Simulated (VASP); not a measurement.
# CdSe (P6_3mc) in VASP: settings compared, part 2 of 3

VASP 6.6.1. Earlier steps stand in the parts before.

### Step 4. Band structure, PBE

The input, POSCAR:

```
CdSe                                    
1.0
    4.3452997793      0.0000000000      0.0000000000
   -2.1726498897      3.7631399326      0.0000000000
    0.0000000000      0.0000000000      7.0867644160
  Cd              Se            
     2     2
Direct
     0.6666666699999979    0.3333333300000021    0.4999760713256833
     0.3333333300000021    0.6666666699999979    0.9999760713256833
     0.6666666699999979    0.3333333300000021    0.8758839286743125
     0.3333333300000021    0.6666666699999979    0.3758839286743125
```

The input, INCAR.step1:

```
PREC = Accurate
ENCUT = 450
EDIFF = 1E-6
ISMEAR = 0
SIGMA = 0.02
LREAL = F
LASPH = T
NELM = 120
ALGO = Normal
ISIF = 2
LWAVE = F
LCHARG = T
GGA = PE
KPAR = 4
```

The input, KPOINTS.step1:

```
regular mesh
0
Gamma
  10 10 6
```

The input, INCAR.step2:

```
PREC = Accurate
ENCUT = 450
EDIFF = 1E-6
ISMEAR = 0
SIGMA = 0.05
LREAL = F
LASPH = T
NELM = 120
ALGO = Normal
ISIF = 2
LWAVE = F
LCHARG = F
GGA = PE
KPAR = 4
ICHARG = 11
```

The input, KPOINTS.step2:

```
path GMKGALHA,LM,KH
10
line-mode
reciprocal
 0.0000000000  0.0000000000  0.0000000000  G
 0.5000000000  0.0000000000  0.0000000000  M

 0.5000000000  0.0000000000  0.0000000000  M
 0.3333333333  0.3333333333  0.0000000000  K

 0.3333333333  0.3333333333  0.0000000000  K
 0.0000000000  0.0000000000  0.0000000000  G

 0.0000000000  0.0000000000  0.0000000000  G
 0.0000000000  0.0000000000  0.5000000000  A

 0.0000000000  0.0000000000  0.5000000000  A
 0.5000000000  0.0000000000  0.5000000000  L

 0.5000000000  0.0000000000  0.5000000000  L
 0.3333333333  0.3333333333  0.5000000000  H

 0.3333333333  0.3333333333  0.5000000000  H
 0.0000000000  0.0000000000  0.5000000000  A

 0.5000000000  0.0000000000  0.5000000000  L
 0.5000000000  0.0000000000  0.0000000000  M

 0.3333333333  0.3333333333  0.0000000000  K
 0.3333333333  0.3333333333  0.5000000000  H
```

Potentials or basis: VASP PAW PBE potentials, release 64 (Cd, Se).

On the command line:

```bash
> cat potpaw_PBE.64/Cd/POTCAR potpaw_PBE.64/Se/POTCAR > POTCAR
> cp INCAR.step1 INCAR
> cp KPOINTS.step1 KPOINTS
> mpirun -np 4 vasp_std > vasp.out
> cp INCAR.step2 INCAR
> cp KPOINTS.step2 KPOINTS
> mpirun -np 4 vasp_std > vasp.out
```

OUTCAR:

```text
PREC = Accurate
   ENCUT = 450
   EDIFF = 1E-6
   ISMEAR = 0
   LREAL = F
   LASPH = T
   NELM = 120
   ISIF = 2
   GGA = PE
   ICHARG = 11

 ion  position               nearest neighbor table
   1  0.667  0.333  0.500-   4 2.66   4 2.66   4 2.66   3 2.66
   2  0.333  0.667  1.000-   3 2.66   3 2.66   3 2.66   4 2.66
   3  0.667  0.333  0.876-   2 2.66   2 2.66   2 2.66   1 2.66
   4  0.333  0.667  0.376-   1 2.66   1 2.66   1 2.66   2 2.66

  LATTYP: Found a hexagonal cell.
 ALAT       =     4.3452997793
 C/A-ratio  =     1.6309034534

  Lattice vectors:

 A1 = (   4.3452997793,   0.0000000000,   0.0000000000)
 A2 = (  -2.1726498897,   3.7631399326,   0.0000000000)
 A3 = (   0.0000000000,   0.0000000000,   7.0867644160)

Analysis of symmetry for initial positions (statically):
=====================================================================
 Subroutine PRICEL returns:
 Original cell was already a primitive cell.

 Routine SETGRP: Setting up the symmetry group for a
 hexagonal supercell.

 Subroutine GETGRP returns: Found 12 space group operations
[... 163 lines left out ...]

 E-fermi :   0.9838     XC(G=0):  -8.7462

 val. band max:        0.7146928861   @ k =   0.0000   0.0000   0.0000
 cond. band min:       1.3167694869   @ k =   0.0000   0.0000   0.0000
 fundamental gap:      0.6020766008
 Fermi energy:         0.9837976194

 k-point     1 :       0.0000    0.0000    0.0000
  band No.  band energies     occupation
      1     -11.7235      2.00000
      2     -11.3716      2.00000
      3      -7.1181      2.00000
      4      -7.1125      2.00000
      5      -7.1125      2.00000
      6      -7.0498      2.00000
[... 589 lines left out ...]
     21       5.5699      0.00000
     22       6.1726      0.00000

 [... further k-points ...]

------------------------ aborting loop because EDIFF is reached ----------------------------------------

  FORCE on cell =-STRESS in cart. coord.  units (eV):
  Direction    XX          YY          ZZ          XY          YZ          ZX
  --------------------------------------------------------------------------------------
  -------------------------------------------------------------------------------------
  Total        3.0689535      3.0689534      1.7384135     -0.0000000      0.0000000      0.0000000
  in kB       42.4309522     42.4309507     24.0350794     -0.0000000      0.0000000      0.0000000
  external PRESSURE =      36.2989941 kB  Pullay stress =       0.0000000 kB

 VOLUME and BASIS-vectors are now :
 -----------------------------------------------------------------------------
  energy-cutoff  :      450.00
  volume of cell :      115.88
      direct lattice vectors                 reciprocal lattice vectors
     4.345299779  0.000000000  0.000000000     0.230133719  0.132867767  0.000000000
    -2.172649890  3.763139933  0.000000000     0.000000000  0.265735534  0.000000000
     0.000000000  0.000000000  7.086764416     0.000000000  0.000000000  0.141108119

 POSITION                                       TOTAL-FORCE (eV/Angst)
 -----------------------------------------------------------------------------------
      2.17265      1.25438      3.54321         0.000000      0.000000      0.221020
     -0.00000      2.50876      7.08659        -0.000000      0.000000      0.221020
      2.17265      1.25438      6.20718        -0.000000     -0.000000     -0.221020
     -0.00000      2.50876      2.66380        -0.000000      0.000000     -0.221020
 -----------------------------------------------------------------------------------
    total drift:                               -0.000013      0.000008     -0.055927

  FREE ENERGIE OF THE ION-ELECTRON SYSTEM (eV)
  ---------------------------------------------------
  free  energy   TOTEN  =       -10.2094215642 eV

  energy  without entropy=      -10.2094215642  energy(sigma->0) =      -10.20942156
```

OUTCAR.step1:

```text
PREC = Accurate
   ENCUT = 450
   EDIFF = 1E-6
   ISMEAR = 0
   LREAL = F
[... 832 lines left out ...]
      2.17265      1.25438      3.54321        -0.000000      0.000000      0.002172
     -0.00000      2.50876      7.08659         0.000000     -0.000000      0.002172
      2.17265      1.25438      6.20718         0.000000     -0.000000     -0.002172
     -0.00000      2.50876      2.66380        -0.000000     -0.000000     -0.002172
 -----------------------------------------------------------------------------------
    total drift:                               -0.000013      0.000007     -0.000584

  FREE ENERGIE OF THE ION-ELECTRON SYSTEM (eV)
  ---------------------------------------------------
  free  energy   TOTEN  =       -10.9765247267 eV

  energy  without entropy=      -10.9765247267  energy(sigma->0) =      -10.97652473
```

OSZICAR.step1:

```text
N       E                     dE             d eps       ncg     rms          rms(c)
DAV:   1     0.225379008192E+03    0.22538E+03   -0.15993E+04  2464   0.131E+03
DAV:   2     0.608240152598E+00   -0.22477E+03   -0.21983E+03  2758   0.331E+02
DAV:   3    -0.116291021313E+02   -0.12237E+02   -0.12203E+02  2950   0.777E+01
DAV:   4    -0.117346278069E+02   -0.10553E+00   -0.10547E+00  2716   0.708E+00
DAV:   5    -0.117355206994E+02   -0.89289E-03   -0.89279E-03  2974   0.599E-01    0.827E+00
DAV:   6    -0.110092922545E+02    0.72623E+00   -0.16580E+00  2972   0.126E+01    0.655E+00
DAV:   7    -0.109777812231E+02    0.31511E-01   -0.58012E-01  2734   0.421E+00    0.262E+00
DAV:   8    -0.109765010742E+02    0.12801E-02   -0.63563E-02  2608   0.280E+00    0.362E-01
DAV:   9    -0.109763133802E+02    0.18769E-03   -0.99467E-03  2854   0.127E+00    0.121E-01
DAV:  10    -0.109764282181E+02   -0.11484E-03   -0.10428E-03  2644   0.394E-01    0.762E-02
DAV:  11    -0.109765514462E+02   -0.12323E-03   -0.32389E-04  2686   0.125E-01    0.235E-02
DAV:  12    -0.109765216466E+02    0.29800E-04   -0.15786E-04  2990   0.132E-01    0.855E-03
DAV:  13    -0.109765253981E+02   -0.37515E-05   -0.20097E-05  2602   0.285E-02    0.868E-03
DAV:  14    -0.109765247267E+02    0.67140E-06   -0.22882E-06  2502   0.107E-02
   1 F= -.10976525E+02 E0= -.10976525E+02  d E =-.161787E-17
```

It took 62 s on 4 MPI ranks of AMD EPYC 7R13 (Zen 3), shared host; peak memory 0.28 GiB.

What came out:

```yaml
Band_gap_on_the_k_mesh: 0.60 eV, direct
Band_gap_along_the_path: 0.60 eV, direct
```

Levels at the corners of the path, in eV from the valence-band top:
| point | band 15 | band 16 | band 17 | band 18 | band 19 | band 20 | band 21 | band 22 |
| --- | --- | --- | --- | --- | --- | --- | --- | --- |
| Γ | -0.72 | -0.04 | 0.00 | 0.00 | 0.60 | 2.17 | 5.86 | 5.86 |
| M | -2.53 | -1.76 | -1.26 | -0.72 | 3.15 | 3.33 | 4.78 | 6.04 |
| M | -2.53 | -1.76 | -1.26 | -0.72 | 3.15 | 3.33 | 4.78 | 6.04 |
| K | -2.90 | -1.78 | -1.78 | -1.60 | 4.29 | 4.66 | 4.66 | 6.98 |
| K | -2.90 | -1.78 | -1.78 | -1.60 | 4.29 | 4.66 | 4.66 | 6.98 |
| Γ | -0.72 | -0.04 | 0.00 | 0.00 | 0.60 | 2.17 | 5.86 | 5.86 |
| Γ | -0.72 | -0.04 | 0.00 | 0.00 | 0.60 | 2.17 | 5.86 | 5.86 |
| A | -0.38 | -0.38 | -0.38 | -0.38 | 2.32 | 2.32 | 5.81 | 5.81 |
| A | -0.38 | -0.38 | -0.38 | -0.38 | 2.32 | 2.32 | 5.81 | 5.81 |
| L | -1.29 | -1.29 | -1.28 | -1.28 | 2.92 | 2.92 | 4.84 | 4.84 |
| L | -1.29 | -1.29 | -1.28 | -1.28 | 2.92 | 2.92 | 4.84 | 4.84 |
| H | -2.32 | -2.32 | -1.06 | -1.06 | 3.71 | 3.71 | 5.82 | 5.82 |
| H | -2.32 | -2.32 | -1.06 | -1.06 | 3.71 | 3.71 | 5.82 | 5.82 |
| A | -0.38 | -0.38 | -0.38 | -0.38 | 2.32 | 2.32 | 5.81 | 5.81 |
| L | -1.29 | -1.29 | -1.28 | -1.28 | 2.92 | 2.92 | 4.84 | 4.84 |
| M | -2.53 | -1.76 | -1.26 | -0.72 | 3.15 | 3.33 | 4.78 | 6.04 |
| K | -2.90 | -1.78 | -1.78 | -1.60 | 4.29 | 4.66 | 4.66 | 6.99 |
| H | -2.32 | -2.32 | -1.06 | -1.06 | 3.71 | 3.71 | 5.82 | 5.82 |

Caveat: the log is that of the step along the path at fixed density, whose energy, stress, charges and moments have no meaning.

### Step 5. Band structure, r2SCAN

The input, INCAR:

```
PREC = Accurate
ENCUT = 450
EDIFF = 1E-6
ISMEAR = 0
SIGMA = 0.02
LREAL = F
LASPH = T
NELM = 120
ALGO = Normal
ISIF = 2
LWAVE = F
LCHARG = F
METAGGA = R2SCAN
LMIXTAU = T
KPAR = 4
```

The input, KPOINTS:

```
regular mesh
0
Gamma
  10 10 6
```

POSCAR is that of step 4.

The input, KPOINTS_OPT:

```
path GMKGALHA,LM,KH
10
line-mode
reciprocal
 0.0000000000  0.0000000000  0.0000000000  G
 0.5000000000  0.0000000000  0.0000000000  M

 0.5000000000  0.0000000000  0.0000000000  M
 0.3333333333  0.3333333333  0.0000000000  K

 0.3333333333  0.3333333333  0.0000000000  K
 0.0000000000  0.0000000000  0.0000000000  G

 0.0000000000  0.0000000000  0.0000000000  G
 0.0000000000  0.0000000000  0.5000000000  A

 0.0000000000  0.0000000000  0.5000000000  A
 0.5000000000  0.0000000000  0.5000000000  L

 0.5000000000  0.0000000000  0.5000000000  L
 0.3333333333  0.3333333333  0.5000000000  H

 0.3333333333  0.3333333333  0.5000000000  H
 0.0000000000  0.0000000000  0.5000000000  A

 0.5000000000  0.0000000000  0.5000000000  L
 0.5000000000  0.0000000000  0.0000000000  M

 0.3333333333  0.3333333333  0.0000000000  K
 0.3333333333  0.3333333333  0.5000000000  H
```

On the command line:

```bash
> cat potpaw_PBE.64/Cd/POTCAR potpaw_PBE.64/Se/POTCAR > POTCAR
> mpirun -np 4 vasp_std > vasp.out
```

It took 4.2 min on 4 MPI ranks of AMD EPYC 7R13 (Zen 3), shared host; peak memory 0.3 GiB.

Results (log left out):

```yaml
Free_energy: -71.8316 eV
Pressure: 0.0 GPa
Band_gap_on_the_k_mesh: 1.09 eV, direct
Band_gap_along_the_path: 1.09 eV, direct
```

Levels at the corners of the path, in eV from the valence-band top:
| point | band 15 | band 16 | band 17 | band 18 | band 19 | band 20 | band 21 | band 22 |
| --- | --- | --- | --- | --- | --- | --- | --- | --- |
| Γ | -0.73 | -0.04 | 0.00 | 0.00 | 1.09 | 2.63 | 6.38 | 6.38 |
| M | -2.56 | -1.79 | -1.27 | -0.73 | 3.62 | 3.71 | 5.10 | 6.53 |
| M | -2.56 | -1.79 | -1.27 | -0.73 | 3.62 | 3.71 | 5.10 | 6.53 |
| K | -2.96 | -1.81 | -1.81 | -1.62 | 4.56 | 5.15 | 5.15 | 7.28 |
| K | -2.96 | -1.81 | -1.81 | -1.62 | 4.56 | 5.15 | 5.15 | 7.29 |
| Γ | -0.73 | -0.04 | 0.00 | 0.00 | 1.09 | 2.63 | 6.38 | 6.38 |
| Γ | -0.73 | -0.04 | 0.00 | 0.00 | 1.09 | 2.63 | 6.38 | 6.38 |
| A | -0.38 | -0.38 | -0.38 | -0.38 | 2.77 | 2.77 | 6.26 | 6.26 |
| A | -0.38 | -0.38 | -0.38 | -0.38 | 2.77 | 2.77 | 6.26 | 6.26 |
| L | -1.31 | -1.31 | -1.30 | -1.30 | 3.33 | 3.33 | 5.27 | 5.27 |
| L | -1.31 | -1.31 | -1.30 | -1.30 | 3.33 | 3.33 | 5.27 | 5.27 |
| H | -2.36 | -2.36 | -1.08 | -1.08 | 4.18 | 4.18 | 6.12 | 6.12 |
| H | -2.36 | -2.36 | -1.08 | -1.08 | 4.18 | 4.18 | 6.12 | 6.12 |
| A | -0.38 | -0.38 | -0.38 | -0.38 | 2.77 | 2.77 | 6.26 | 6.26 |
| L | -1.31 | -1.31 | -1.30 | -1.30 | 3.33 | 3.33 | 5.27 | 5.27 |
| M | -2.56 | -1.79 | -1.27 | -0.73 | 3.62 | 3.71 | 5.10 | 6.53 |
| K | -2.96 | -1.81 | -1.81 | -1.62 | 4.56 | 5.15 | 5.15 | 7.28 |
| H | -2.36 | -2.36 | -1.08 | -1.08 | 4.18 | 4.18 | 6.12 | 6.12 |

Caveat: the PAW data sets were made with another functional, which shifts forces and pressure a little.

(Part 2 of 3 ends here.)
